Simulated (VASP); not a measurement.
# GaSe in VASP: notebook

Runs on GaSe. Level: PBE. Tasks: single point.

All numbers are computed with VASP 6.6.1; they aren't measurements. Logs are shortened: lines on timing, memory, paths and dates and some standing lists are left out, and cuts for length are marked.

## Step 1: Starting point

The cell holds a slab with vacuum, 12 atoms: a = 3.742 Å, b = 3.742 Å, c = 28.695 Å, α = 90.00°, β = 90.00°, γ = 120.00°.

## Step 2: Single point, PBE

INCAR

```
SYSTEM = GaSe
  PREC = Accurate
  ENCUT = 460
  EDIFF = 1E-7
  ISMEAR = 0
  SIGMA = 0.05
  LREAL = .False.
  LASPH = .True.
  NELM = 120
  ALGO = Normal
  ISIF = 2
  LWAVE = .False.
  LCHARG = .False.
  LDIPOL = .True.
  IDIPOL = 3
  DIPOL = 0.5 0.5 0.500
  GGA = PE
  NBANDS = 77
  LVHAR = .True.
  LVACPOTAV = .True.
```

KPOINTS

```
regular mesh
0
Gamma
  7 7 1
  0 0 0
```

POSCAR

```
GaSe
1.0
    3.7420012726      0.0000000000      0.0000000000
   -1.8710006363      3.2406681631      0.0000000000
    0.0000000000      0.0000000000     28.6947000000
Se Ga
6 6
Direct
    0.6666666667      0.3333333334      0.1393985649
    0.6666666667      0.3333333334      0.3058299965
    0.3333333333      0.6666666666      0.4167842842
    0.3333333333      0.6666666666      0.5832157158
    0.6666666667      0.3333333334      0.6941700035
    0.6666666667      0.3333333334      0.8606014351
    0.3333333333      0.6666666666      0.1821159657
    0.3333333333      0.6666666666      0.2631125957
    0.6666666667      0.3333333334      0.4595016850
    0.6666666667      0.3333333334      0.5404983150
    0.3333333333      0.6666666666      0.7368874043
    0.3333333333      0.6666666666      0.8178840343
```

Potentials or basis: VASP PAW PBE potentials, release 64 (Se, Ga_d).

Started as:

```console
cat potpaw_PBE.64/Se/POTCAR potpaw_PBE.64/Ga_d/POTCAR > POTCAR
mpirun -np 1 vasp_std > vasp.out
```

OUTCAR:

```text
SYSTEM = GaSe
   PREC = Accurate
   ENCUT = 460
   EDIFF = 1E-7
   ISMEAR = 0
   LREAL = .False.
   LASPH = .True.
   NELM = 120
   ISIF = 2
   GGA = PE

 Found      8 irreducible k-points:

 Following reciprocal coordinates:
            Coordinates               Weight
  0.000000  0.000000  0.000000      1.000000
  0.142857  0.000000  0.000000      6.000000
  0.285714  0.000000  0.000000      6.000000
  0.428571  0.000000  0.000000      6.000000
  0.142857  0.142857  0.000000      6.000000
  0.285714  0.142857  0.000000     12.000000
   k-points           NKPTS =      8   k-points in BZ     NKDIM =      8   number of bands    NBANDS=     77
   number of dos      NEDOS =    301   number of ions     NIONS =     12
   total plane-waves  NPLWV = 164640
   dimension x,y,z NGX =    28 NGY =   28 NGZ =  210
   dimension x,y,z NGXF=    56 NGYF=   56 NGZF=  420
   ions per type =               6   6
   NGX,Y,Z   is equivalent  to a cutoff of  12.44, 12.44, 12.17 a.u.
   NGXF,Y,Z  is equivalent  to a cutoff of  24.88, 24.88, 24.33 a.u.
 SYSTEM =  GaSe
   PREC   = accura    normal or accurate (medium, high low for compatibility)
   ISTART =      0    job   : 0-new  1-cont  2-samecut
   ICHARG =      2    charge: 1-file 2-atom 10-const
   ISPIN  =      1    spin polarized calculation?
   LNONCOLLINEAR =      F non collinear calculations
   LSORBIT =      F    spin-orbit coupling
   LASPH  =      T    aspherical Exc in radial PAW
   ENCUT  =  460.0 eV  33.81 Ry    5.81 a.u.   6.54  6.54 50.18*2*pi/ulx,y,z
   NELM   =    120;   NELMIN=  2; NELMDL= -5     # of ELM steps
   EDIFF  = 0.1E-06   stopping-criterion for ELM
   LREAL  =      F    real-space projection
   EDIFFG = 0.1E-05   stopping-criterion for IOM
   NSW    =      0    number of steps for IOM
   IBRION =     -1    ionic relax: 0-MD 1-quasi-New 2-CG
   NFREE  =      0    steps in history (QN), initial steepest desc. (CG)
   ISIF   =      2    stress and relaxation
   ISYM   =      2    0-nonsym 1-usesym 2-fastsym
   POTIM  = 0.5000    time-step for ionic-motion
   TEBEG  =    0.0;   TEEND  =   0.0 temperature during run
   PSTRESS=    0.0 pullay stress
   NELECT =     114.0000    total number of electrons
   NUPDOWN=      -1.0000    fix difference up-down
   EMIN   =  10.00;   EMAX   =-10.00  energy-range for DOS
   EFERMI =   0.00;   METHOD = LEGACY
   ISMEAR =     0;   SIGMA  =   0.05  broadening in eV -4-tet -1-fermi 0-gaus
   EFERMI_NEDOS =   21; number of points for ismear=-14 and -15
   IALGO  =     38    algorithm
   IMIX   =      4    mixing-type and parameters
     AMIX     =   0.40;   BMIX     =  1.00
     AMIX_MAG =   1.60;   BMIX_MAG =  1.00
  volume/ion in A,a.u.               =      29.00       195.68
  Fermi-wavevector in a.u.,A,eV,Ry     =   1.128573  2.132694 17.329433  1.273677
  Thomas-Fermi vector in A             =   2.265264
   LORBIT       =      0    0 simple, 1 ext, 2 COOP (PROOUT), +10 PAW based schemes
   GGA     = PE    functional components
   LHFCALC =     F    Hartree Fock is set to
   AEXX    =    0.0000 exact exchange contribution
   IVDW    =     0    specifies the selected vdW correction
   LEPSILON=     F    determine dielectric tensor
   LRPA    =     F    only Hartree local field effects (RPA)
 non-spin polarized calculation
 Gauss-broadening in eV      SIGMA  =   0.05
  energy-cutoff  :      460.00
  volume of cell :      347.97
 maximum number of plane-waves:      7889
 NGX is ok and might be reduce to    28
   NGX = 13   NGY = 13   NGZ =101

 number of electron     114.0000019 magnetization

 dipolmoment           0.000000      0.000000     -0.000000 electrons x Angstroem

 Free energy of the ion-electron system (eV)
  ---------------------------------------------------
  ext. energy  EPLUGINS =         0.00000000
  ---------------------------------------------------
  free energy    TOTEN  =       -45.11460418 eV

  energy without entropy =      -45.11460418  energy(sigma->0) =      -45.11460418

 E-fermi :   1.9144     XC(G=0):  -8.0601

 val. band max:        1.6654689096   @ k =   0.0000   0.0000   0.0000
 cond. band min:       3.3050789738   @ k =   0.0000   0.0000   0.0000
 fundamental gap:      1.6396100642
 Fermi energy:         1.9144209008

 k-point     1 :       0.0000    0.0000    0.0000
  band No.  band energies     occupation
      1     -13.2307      2.00000
      2     -13.2208      2.00000
      3     -13.2208      2.00000
      4     -13.0472      2.00000
      5     -13.0472      2.00000
      6     -13.0375      2.00000
[... 61 lines left out ...]
     68       6.0387      0.00000
     69       6.0387      0.00000

 k-point     2 :       0.1429    0.0000    0.0000
  band No.  band energies     occupation
      1     -13.2278      2.00000
      2     -13.2179      2.00000
      3     -13.2179      2.00000
      4     -13.0942      2.00000
      5     -13.0837      2.00000
      6     -13.0832      2.00000
[... 61 lines left out ...]
     68       6.3045      0.00000
     69       6.3053      0.00000

 k-point     3 :       0.2857    0.0000    0.0000
  band No.  band energies     occupation
      1     -13.2233      2.00000
      2     -13.2134      2.00000
      3     -13.2133      2.00000
      4     -13.1687      2.00000
      5     -13.1577      2.00000
      6     -13.1569      2.00000
[... 61 lines left out ...]
     68       6.4478      0.00000
     69       6.5238      0.00000

 k-point     4 :       0.4286    0.0000    0.0000
  band No.  band energies     occupation
      1     -13.2307      2.00000
      2     -13.2205      2.00000
      3     -13.2205      2.00000
      4     -13.2013      2.00000
      5     -13.1911      2.00000
      6     -13.1909      2.00000
[... 61 lines left out ...]
     68       6.0819      0.00000
     69       6.2223      0.00000

 k-point     5 :       0.1429    0.1429    0.0000
  band No.  band energies     occupation
      1     -13.2238      2.00000
      2     -13.2138      2.00000
      3     -13.2138      2.00000
      4     -13.1499      2.00000
      5     -13.1389      2.00000
      6     -13.1380      2.00000
[... 61 lines left out ...]
     68       6.8050      0.00000
     69       6.8185      0.00000

 k-point     6 :       0.2857    0.1429    0.0000
  band No.  band energies     occupation
      1     -13.2232      2.00000
      2     -13.2131      2.00000
      3     -13.2131      2.00000
      4     -13.1957      2.00000
      5     -13.1852      2.00000
      6     -13.1848      2.00000
[... 61 lines left out ...]
     68       6.6789      0.00000
     69       6.7216      0.00000

 [... further k-points ...]

 [bands above 69 left out]

------------------------ aborting loop because EDIFF is reached ----------------------------------------

  FORCE on cell =-STRESS in cart. coord.  units (eV):
  Direction    XX          YY          ZZ          XY          YZ          ZX
  --------------------------------------------------------------------------------------
  -------------------------------------------------------------------------------------
  Total        3.6652951      3.6652951      8.3023644      0.0000000      0.0000000      0.0000000
  in kB       16.8763819     16.8763819     38.2271736      0.0000000      0.0000000      0.0000000
  external PRESSURE =      23.9933125 kB  Pullay stress =       0.0000000 kB

 VOLUME and BASIS-vectors are now :
 -----------------------------------------------------------------------------
  energy-cutoff  :      460.00
  volume of cell :      347.97
      direct lattice vectors                 reciprocal lattice vectors
     3.742001273  0.000000000  0.000000000     0.267236681  0.154289170  0.000000000
    -1.871000636  3.240668163  0.000000000     0.000000000  0.308578339  0.000000000
     0.000000000  0.000000000 28.694700000     0.000000000  0.000000000  0.034849641

 POSITION                                       TOTAL-FORCE (eV/Angst)
 -----------------------------------------------------------------------------------
      1.87100      1.08022      4.00000         0.000000      0.000000      0.112909
      1.87100      1.08022      8.77570         0.000000      0.000000     -0.230322
     -0.00000      2.16045     11.95950         0.000000      0.000000      0.230715
     -0.00000      2.16045     16.73520         0.000000      0.000000     -0.230715
      1.87100      1.08022     19.91900         0.000000      0.000000      0.230322
      1.87100      1.08022     24.69470         0.000000      0.000000     -0.112909
     -0.00000      2.16045      5.22576         0.000000      0.000000     -1.265804
     -0.00000      2.16045      7.54994        -0.000000      0.000000      1.225378
      1.87100      1.08022     13.18526        -0.000000     -0.000000     -1.229111
      1.87100      1.08022     15.50944        -0.000000     -0.000000      1.229111
     -0.00000      2.16045     21.14476        -0.000000     -0.000000     -1.225378
     -0.00000      2.16045     23.46894         0.000000      0.000000      1.265804
 -----------------------------------------------------------------------------------
    total drift:                                0.000001     -0.000001     -0.000000

  FREE ENERGIE OF THE ION-ELECTRON SYSTEM (eV)
  ---------------------------------------------------
  free  energy   TOTEN  =       -45.1146041775 eV

  energy  without entropy=      -45.1146041775  energy(sigma->0) =      -45.11460418
```

It took 2.8 min on 1 thread of Intel Xeon 6975P-C (Granite Rapids), shared host; peak memory 0.44 GiB.

The run converged, but some of its settings lie outside the range that counts as converged, so its numbers aren't taken as properties of the slab.

What came out:

```
Free energy            : -45.1146 eV
Largest force          : 1.266 eV/Å
Band gap on the k mesh : 1.64 eV, direct
```

## Step 3: Single point, PBE

This run uses another cell than the first one, of 31.02 Å³/atom, 1.070 times its volume.

INCAR is that of step 2.

KPOINTS is that of step 2.

POSCAR

```
GaSe
1.0
    3.7420012726      0.0000000000      0.0000000000
   -1.8710006363      3.2406681631      0.0000000000
    0.0000000000      0.0000000000     30.6947000000
Se Ga
6 6
Direct
    0.6666666667      0.3333333334      0.1628945714
    0.6666666667      0.3333333334      0.3184816923
    0.3333333333      0.6666666666      0.4222064395
    0.3333333333      0.6666666666      0.5777935605
    0.6666666667      0.3333333334      0.6815183077
    0.6666666667      0.3333333334      0.8371054286
    0.3333333333      0.6666666666      0.2028285991
    0.3333333333      0.6666666666      0.2785476646
    0.6666666667      0.3333333334      0.4621404672
    0.6666666667      0.3333333334      0.5378595328
    0.3333333333      0.6666666666      0.7214523354
    0.3333333333      0.6666666666      0.7971714009
```

Potentials or basis: VASP PAW PBE potentials, release 64 (Se, Ga_d).

Started as:

```console
cat potpaw_PBE.64/Se/POTCAR potpaw_PBE.64/Ga_d/POTCAR > POTCAR
mpirun -np 1 vasp_std > vasp.out
```

Run time: 3.4 min. Hardware: 1 thread of Intel Xeon 6975P-C (Granite Rapids), shared host; peak memory 0.46 GiB.

These settings aren't checked as converged: the numbers below hold their error.

Results:

| Quantity | Value |
| --- | --- |
| Free energy | -45.1149 eV |
| Largest force | 1.265 eV/Å |
| Band gap on the k mesh | 1.63 eV, direct |
| Ionisation potential of the upper face | 5.43 eV |

## Step 4: Single point, PBE

This run uses another cell than the first one, of 33.04 Å³/atom, 1.139 times its volume.

INCAR, as its differences from that of step 3:

```diff
@@ -5,3 +5,3 @@
   ISMEAR = 0
-  SIGMA = 0.05
+  SIGMA = 0.2
   LREAL = .False.
```

KPOINTS is that of step 3.

POSCAR

```
GaSe
1.0
    3.7420012726      0.0000000000      0.0000000000
   -1.8710006363      3.2406681631      0.0000000000
    0.0000000000      0.0000000000     32.6947000000
Se Ga
6 6
Direct
    0.6666666667      0.3333333334      0.1835159827
    0.6666666667      0.3333333334      0.3295855292
    0.3333333333      0.6666666666      0.4269652268
    0.3333333333      0.6666666666      0.5730347732
    0.6666666667      0.3333333334      0.6704144708
    0.6666666667      0.3333333334      0.8164840173
    0.3333333333      0.6666666666      0.2210071663
    0.3333333333      0.6666666666      0.2920943456
    0.6666666667      0.3333333334      0.4644564104
    0.6666666667      0.3333333334      0.5355435896
    0.3333333333      0.6666666666      0.7079056544
    0.3333333333      0.6666666666      0.7789928337
```

Started as:

```console
cat potpaw_PBE.64/Se/POTCAR potpaw_PBE.64/Ga_d/POTCAR > POTCAR
mpirun -np 1 vasp_std > vasp.out
```

It took 3.8 min on 1 thread of Intel Xeon 6975P-C (Granite Rapids), shared host; peak memory 0.49 GiB.

The run converged, but some of its settings lie outside the range that counts as converged, so its numbers aren't taken as properties of the slab.

What came out:

- Free energy: -45.1150 eV
- Largest force: 1.266 eV/Å
- Band gap on the k mesh: 1.63 eV, direct
- Ionisation potential of the upper face: 5.43 eV

## Step 5: Single point, PBE

INCAR, as its differences from that of step 4:

```diff
@@ -5,3 +5,3 @@
   ISMEAR = 0
-  SIGMA = 0.2
+  SIGMA = 0.05
   LREAL = .False.
```

KPOINTS

```
regular mesh
0
Gamma
  9 9 1
  0 0 0
```

POSCAR

```
GaSe
1.0
    3.7420012726      0.0000000000      0.0000000000
   -1.8710006363      3.2406681631      0.0000000000
    0.0000000000      0.0000000000     28.6947000000
Se Ga
6 6
Direct
    0.6666666667      0.3333333334      0.1393985649
    0.6666666667      0.3333333334      0.3058299965
    0.3333333333      0.6666666666      0.4167842842
    0.3333333333      0.6666666666      0.5832157158
    0.6666666667      0.3333333334      0.6941700035
    0.6666666667      0.3333333334      0.8606014351
    0.3333333333      0.6666666666      0.1821159657
    0.3333333333      0.6666666666      0.2631125957
    0.6666666667      0.3333333334      0.4595016850
    0.6666666667      0.3333333334      0.5404983150
    0.3333333333      0.6666666666      0.7368874043
    0.3333333333      0.6666666666      0.8178840343
```

Started as:

```console
cat potpaw_PBE.64/Se/POTCAR potpaw_PBE.64/Ga_d/POTCAR > POTCAR
mpirun -np 1 vasp_std > vasp.out
```

Wall time 4.1 min (1 thread of Intel Xeon 6975P-C (Granite Rapids), shared host); peak memory 0.48 GiB.

These settings aren't checked as converged: the numbers below hold their error.

What came out:

| Quantity | Value |
| --- | --- |
| Free energy | -45.1261 eV |
| Largest force | 1.265 eV/Å |
| Band gap on the k mesh | 1.64 eV, direct |
